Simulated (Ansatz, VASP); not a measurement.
## One calculation of SnO, two programs

```
Sn O
1.0
     0.00000    2.60344    2.47635
     2.60344    0.00000    2.47635
     2.60344    2.60344    0.00000
Sn O
1 1
Direct
  0.00000 0.00000 0.00000
  0.50000 0.50000 0.50000
```

Change from the starting cell: epitaxial_xy strain +2.6%.

Alike in both runs: task single point; functional r2SCAN; k mesh 8 × 8 × 8; occupations fermi-dirac, width 0.02 eV; no spin polarisation.

|  | VASP | Ansatz |
| --- | --- | --- |
| version | VASP 6.6.1 | Ansatz 0.2.0 |
| potentials or method | VASP PAW PBE potentials, release 64 (Sn_d, O) | plane waves, PAW |
| plane-wave cutoff (eV) | 520 | 500 |
| valence electrons in the cell | 20 | 20 |

```tsv
	VASP	Ansatz	Ansatz less VASP
gap on the k mesh at the Fermi level (eV)	0.89	0.89	+0.002
pressure (GPa)	-2.1	-2.3	-0.14
largest component of the traceless stress (GPa)	2.41	2.29	-0.121
```

With one functional, cell and mesh, what is left measures potentials, basis and numerics.

Caveats: the PAW data sets were made with another functional, which shifts forces and pressure a little (VASP); spin-orbit coupling is left out, which moves the levels of the heavy elements. A k mesh can miss the band edges.
